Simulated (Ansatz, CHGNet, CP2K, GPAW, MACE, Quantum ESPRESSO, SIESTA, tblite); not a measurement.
**Running LaSb (Fm-3m) (64 atoms) with Quantum ESPRESSO**

Wanted: Quantum ESPRESSO inputs and outputs for LaSb (Fm-3m) (64 atoms), checked against a plane-wave reference.

Calculated with Quantum ESPRESSO 7.5; the method is named at each step.

## 1. Starting point

The cell holds 64 atoms: 32 La and 32 Sb. Cell: a = 12.980 Å, b = 12.980 Å, c = 12.980 Å, α = 90.0°, β = 90.0°, γ = 90.0°. It derives from LaSb (Fm-3m), repeated 2×2×2. LaSb, space group Fm-3m, structure from the Crystallography Open Database, 2 x 2 x 2 conventional cells; every coordinate displaced by a Gaussian of 0.06 Å. Then every atom was moved at random, 0.05 Å r.m.s. a Cartesian component.

The yardstick, on the same geometry:

| Quantity | Value |
| --- | --- |
| method | Kohn-Sham DFT, PBE, PAW, plane waves (Ansatz 0.2.0); cutoff 420 eV, Γ point, fermi-dirac smearing of 0.05 eV; PAW set soft_2 |
| r.m.s. force component | 0.4425 eV/Å |
| longest force | 1.712 eV/Å |
| pressure | 2.239 GPa |
| spacing of highest filled and lowest empty level | 0.2935 eV |
| SCF cycles | 11 |
| time | 69 s on 4 threads of Arm Neoverse V1, shared host |
| CPU time | 4.3 min |

## 2. PBE, sssp-1.3.0-efficiency, 60/480 Ry

Method: Kohn-Sham DFT, PBE, SSSP efficiency 1.3.0 pseudopotentials, plane waves.

File pw.in:

```
&control
  calculation = 'scf'
  pseudo_dir = './pseudo'
  outdir = './tmp'
  disk_io = 'none'
  tprnfor = .true.
  tstress = .true.
/
&system
  ibrav = 0
  nat = 64
  ntyp = 2
  ecutwfc = 60
  ecutrho = 480
  nosym = .true.
  occupations = 'smearing'
  smearing = 'fd'
  degauss = 0.003675
/
&electrons
  conv_thr = 3.2e-07
  electron_maxstep = 100
  mixing_beta = 0.2
  mixing_mode = 'local-TF'
  diagonalization = 'david'
/
ATOMIC_SPECIES
La 138.905 La.upf
Sb 121.760 Sb.upf
CELL_PARAMETERS angstrom
12.98000 0.00000 0.00000
0.00000 12.98000 0.00000
0.00000 0.00000 12.98000
ATOMIC_POSITIONS crystal
La 0.00869 0.99973 0.00027
La 0.99906 0.24522 0.24937
La 0.25491 0.99556 0.25498
La 0.25802 0.25019 0.00599
Sb 0.25102 0.00658 0.99197
Sb 0.00049 0.24747 0.99834
Sb 0.00152 0.00576 0.25056
Sb 0.24712 0.24835 0.25173
La 0.99859 0.99270 0.49313
La 0.99883 0.26039 0.74756
La 0.25158 0.99593 0.75390
La 0.24784 0.24471 0.49464
Sb 0.26234 0.99452 0.50063
Sb 0.99144 0.25307 0.49255
Sb 0.99742 0.99809 0.75283
Sb 0.24872 0.25287 0.74621
La 0.99449 0.50014 0.01108
La 0.00447 0.75575 0.26591
La 0.25549 0.49925 0.24763
La 0.25662 0.74747 0.00126
Sb 0.24165 0.49613 0.00619
Sb 0.01088 0.74975 0.01559
Sb 0.99814 0.49536 0.23947
Sb 0.25196 0.74101 0.25240
La 0.00242 0.49751 0.49021
La 0.99958 0.74332 0.75549
La 0.24852 0.49123 0.74863
La 0.24783 0.75930 0.50401
Sb 0.25769 0.49267 0.49780
Sb 0.00266 0.74528 0.49825
Sb 0.99574 0.49980 0.75741
Sb 0.25036 0.74673 0.74314
La 0.49287 0.00351 0.00324
La 0.49082 0.24653 0.24444
La 0.75026 0.00041 0.25779
La 0.74706 0.24365 0.01042
Sb 0.74672 0.99347 0.99832
Sb 0.50772 0.24792 0.99388
Sb 0.49674 0.99385 0.25428
Sb 0.74045 0.25829 0.24203
La 0.49794 0.01475 0.49759
La 0.49821 0.25897 0.74047
La 0.74608 0.01077 0.74711
La 0.75272 0.25737 0.51147
Sb 0.75783 0.00246 0.50434
Sb 0.49597 0.24237 0.50162
Sb 0.50649 0.99149 0.74952
Sb 0.75293 0.24812 0.75426
La 0.50020 0.50504 0.00786
La 0.50671 0.75468 0.25452
La 0.75254 0.50271 0.24954
La 0.74360 0.74186 0.00504
Sb 0.76303 0.50383 0.98841
Sb 0.50838 0.74488 0.99783
Sb 0.49983 0.50990 0.25606
Sb 0.75398 0.74469 0.24896
[... 4 atom lines left out ...]
Sb 0.74456 0.50620 0.49654
Sb 0.49797 0.74063 0.50304
Sb 0.48433 0.50528 0.74858
Sb 0.75757 0.75031 0.75086
K_POINTS gamma
```

Launch:

```console
OMP_NUM_THREADS=1 mpirun -np 4 pw.x -in pw.in > output.txt
```

The program printed:

```text
Program PWSCF
     gamma-point specific algorithms are used
     one sub-group per band group will be used
     scalapack distributed-memory algorithm (size of sub-group:  2*  2 procs)
     Parallelization info
     sticks:   dense  smooth     PW     G-vecs:    dense   smooth      PW
     Min        5746    2876    717               655313   231744   28982
     Max        5748    2880    722               655320   231748   28986
     Sum       22989   11513   2877              2621271   926985  115937
     bravais-lattice index     =            0
     lattice parameter (alat)  =      24.5286  a.u.
     unit-cell volume          =   14757.7680 (a.u.)^3
     number of atoms/cell      =           64
     number of atomic types    =            2
     number of electrons       =       832.00
     number of Kohn-Sham states=          499
     kinetic-energy cutoff     =      60.0000  Ry
     charge density cutoff     =     480.0000  Ry
     scf convergence threshold =      3.2E-07
     mixing beta               =       0.2000
     number of iterations used =            8  local-TF  mixing
     Exchange-correlation=  SLA  PW   PBX  PBC
                           (   1   4   3   4   0   0   0)
     crystal axes: (cart. coord. in units of alat)
               a(1) = (   1.000000   0.000000   0.000000 )
               a(2) = (   0.000000   1.000000   0.000000 )
               a(3) = (   0.000000   0.000000   1.000000 )
     reciprocal axes: (cart. coord. in units 2 pi/alat)
               b(1) = (  1.000000  0.000000  0.000000 )
               b(2) = (  0.000000  1.000000  0.000000 )
               b(3) = (  0.000000  0.000000  1.000000 )
     PseudoPot. # 1 for La:
     Pseudo is Projector augmented-wave + core cor, Zval = 11.0
     PseudoPot. # 2 for Sb:
     Pseudo is Ultrasoft + core correction, Zval = 15.0
     atomic species   valence    mass     pseudopotential
     La               11.00   138.90500     La( 1.00)
     Sb               15.00   121.76000     Sb( 1.00)
     No symmetry found
   Cartesian axes
     number of k points=     1  Fermi-Dirac smearing, width (Ry)=  0.0037
                       cart. coord. in units 2pi/alat
        k(    1) = (   0.0000000   0.0000000   0.0000000), wk =   2.0000000
     Dense  grid:  1310636 G-vectors     FFT dimensions: ( 180, 180, 180)
     Smooth grid:   463493 G-vectors     FFT dimensions: ( 125, 125, 125)
     Initial potential from superposition of free atoms
     starting charge     799.7266, renormalised to     832.0000
     negative rho (up, down):  2.334E-03 0.000E+00
     Starting wfcs are 1312 randomized atomic wfcs
     Self-consistent Calculation
     iteration #  1     ecut=    60.00 Ry     beta= 0.20
     negative rho (up, down):  2.768E-03 0.000E+00
     total energy              =  -20590.08786983 Ry
     estimated scf accuracy    <      10.26805878 Ry
     iteration #  2     ecut=    60.00 Ry     beta= 0.20
     negative rho (up, down):  8.788E-03 0.000E+00
     total energy              =  -20584.67906890 Ry
     estimated scf accuracy    <       9.29970496 Ry
     iteration #  3     ecut=    60.00 Ry     beta= 0.20
     negative rho (up, down):  7.844E-03 0.000E+00
     total energy              =  -20586.93027420 Ry
     estimated scf accuracy    <       0.28695896 Ry
     iteration #  4     ecut=    60.00 Ry     beta= 0.20
     negative rho (up, down):  7.569E-03 0.000E+00
     total energy              =  -20587.19715249 Ry
     estimated scf accuracy    <       0.25997884 Ry
     iteration #  5     ecut=    60.00 Ry     beta= 0.20
     negative rho (up, down):  8.381E-03 0.000E+00
     total energy              =  -20587.05828364 Ry
     estimated scf accuracy    <       0.26409724 Ry
     iteration #  6     ecut=    60.00 Ry     beta= 0.20
[...]
total energy              =  -20587.09110520 Ry
     estimated scf accuracy    <       0.00982096 Ry
[...]
c_bands:  3 eigenvalues not converged
[...]
total energy              =  -20587.09598883 Ry
[...]
iteration # 15     ecut=    60.00 Ry     beta= 0.20
[...]
total energy              =  -20587.09599053 Ry
     estimated scf accuracy    <       0.00000056 Ry
     iteration # 16     ecut=    60.00 Ry     beta= 0.20
[...]
total energy              =  -20587.09599115 Ry
     estimated scf accuracy    <       0.00000058 Ry
     iteration # 17     ecut=    60.00 Ry     beta= 0.20
     negative rho (up, down):  4.729E-03 0.000E+00
     End of self-consistent calculation
          k = 0.0000 0.0000 0.0000 ( 57969 PWs)   bands (ev):
   -22.9036 -22.8766 -22.8722 -22.8631 -22.8314 -22.8290 -22.8195 -22.8164
   -22.8080 -22.7874 -22.7776 -22.7744 -22.7692 -22.7458 -22.7391 -22.7237
   -22.7003 -22.6940 -22.6820 -22.6777 -22.6643 -22.6613 -22.6560 -22.6440
   -22.6382 -22.6255 -22.6134 -22.6013 -22.5969 -22.5951 -22.5702 -22.4533
   -18.0905 -18.0811 -18.0731 -18.0667 -18.0515 -18.0498 -18.0470 -18.0370
   -18.0366 -18.0357 -18.0347 -18.0326 -18.0299 -18.0234 -18.0214 -18.0188
[...]
11.8375  11.8440  11.8489  11.8508  11.8587  11.8606  11.8619  11.8627
    11.8656  11.8749  11.8801  11.8839  11.8842  11.8880  11.8890  11.8947
    11.8970  11.8987  11.8995  11.9044  11.9079  11.9108  11.9130  11.9172
    11.9215  11.9253  11.9295
     the Fermi energy is     9.8022 ev
!    total energy              =  -20587.09599170 Ry
     estimated scf accuracy    <       0.00000026 Ry
     smearing contrib. (-TS)   =      -0.00862547 Ry
     internal energy E=F+TS    =  -20587.08736622 Ry
     The total energy is F=E-TS. E is the sum of the following terms:
     one-electron contribution =   -3087.08574203 Ry
     hartree contribution      =    1995.90421227 Ry
     xc contribution           =   -1832.65412278 Ry
     ewald contribution        =   -5067.65776071 Ry
     one-center paw contrib.   =  -12595.59395298 Ry
     convergence has been achieved in  17 iterations
     negative rho (up, down):  4.729E-03 0.000E+00
     Forces acting on atoms (cartesian axes, Ry/au):
     atom    1 type  1   force =    -0.03071875   -0.00319686    0.00105696
     atom    2 type  1   force =    -0.00624979    0.01637854   -0.00586641
     atom    3 type  1   force =    -0.01403647   -0.00293377   -0.01547316
     atom    4 type  1   force =    -0.01453297    0.00321113   -0.01194527
     atom    5 type  2   force =     0.00096088   -0.01693010    0.02590473
     atom    6 type  2   force =     0.00740217    0.00228718   -0.00123336
[...]
atom   62 type  2   force =     0.01073947    0.01348969    0.00412216
     atom   63 type  2   force =     0.02753982   -0.01053191    0.01536143
     atom   64 type  2   force =    -0.01211464    0.00296222   -0.01032859
     Total force =     0.239839     Total SCF correction =     0.001130
     Computing stress (Cartesian axis) and pressure
     negative rho (up, down):  4.729E-03 0.000E+00
          total   stress  (Ry/bohr**3)                   (kbar)     P=       22.58
   0.00014959   0.00000213   0.00000114           22.01        0.31        0.17
   0.00000213   0.00015617   0.00000128            0.31       22.97        0.19
   0.00000114   0.00000128   0.00015467            0.17        0.19       22.75
     Message from routine punch:
     Nothing written, as per user request (disk_io='none')
```

Elapsed: 23 min, on 4 MPI ranks of Arm Neoverse V1, shared host; peak memory 15 GiB.

Banners, paths, timers and routine set-up lines are dropped from the logs unmarked, and long logs keep their key lines alone; longer cuts are marked.

Compared with the plane-wave run:

```yaml
r_m_s_force_component: 0.445 eV/Å
r_m_s_difference_of_force_components: 2.923 meV/Å
longest_difference_of_force_vectors: 10.23 meV/Å
force_difference_over_r_m_s_force: 0.6605 %
slope_of_forces_against_the_reference_s: 1.006
correlation_of_force_components: 1
pressure: 2.258 GPa
pressure_difference: 0.019 GPa
```

Length of the force difference by element (eV/Å):

```tsv
element	atoms	mean	most
La	32	0.0034	0.0092
Sb	32	0.0056	0.010
```

The surroundings of La41, which bears the longest force, nearest first, numbered as they follow in the input and with coordinates relative to it.

```tsv
atom	x	y	z	distance (Å)	bonds	Fx	Fy	Fz (eV/Å)
La41	0.00	0.00	0.00	0.00	6	0.74	-1.54	0.23
Sb46	-0.03	2.95	0.05	2.96	6	0.27	1.02	-0.50
Sb13	-3.06	-0.26	0.04	3.07	6	-0.72	0.59	0.16
Sb39	-0.02	-0.27	-3.16	3.17	6	0.41	0.47	-0.19
Sb47	0.11	-0.30	3.27	3.29	6	-0.59	0.34	0.10
Sb45	3.37	-0.16	0.09	3.38	6	-0.47	-0.08	-0.28
Sb62	0.00	-3.56	0.07	3.56	6	0.28	0.35	0.11
La12	-3.25	2.98	-0.04	4.41	6	-0.31	0.09	0.51
La34	-0.09	3.01	-3.29	4.46	6	0.54	0.39	0.26
```

Forces lie 0.66 % from the reference's, at 22 times its CPU time.

## 3. Outcome

```json
{"force difference from the reference": "QE PBE, sssp-1.3.0-efficiency, 60/480 Ry, 0.66 %", "its CPU time": "1.6 h"}
```

**Reading.** PBE on plane waves or a grid with other potentials, cutoffs or grids differs from the reference by 0.66 % (QE PBE, sssp-1.3.0-efficiency, 60/480 Ry) of the r.m.s. force; this holds the reference's own error, so differences of a few per cent don't tell which side is nearer the exact PBE result (QE's 60 Ry are 816 eV, against the reference's 420 eV). The reference's pressure of 2.2 GPa belongs to a cell and atoms that aren't relaxed at this level. The electronic-structure runs sample only Γ, in a cell whose shortest periodic width is 13 Å. Spin–orbit coupling is left out, which matters for the levels of the heavy elements.

[Also dropped from logs without a mark: logging warnings of Python, and SIESTA's first energy breakdown and zero terms.]

[Logs are printed without paths, hosts, clocks, repeated set-up lines and the standing remarks that a program may print on its own settings, such as how far it seeks lower states.]

[Hosts, paths, dates, database ids (printed as entryN), source tags and the programs' standing remarks are cut or masked in the printed files.]
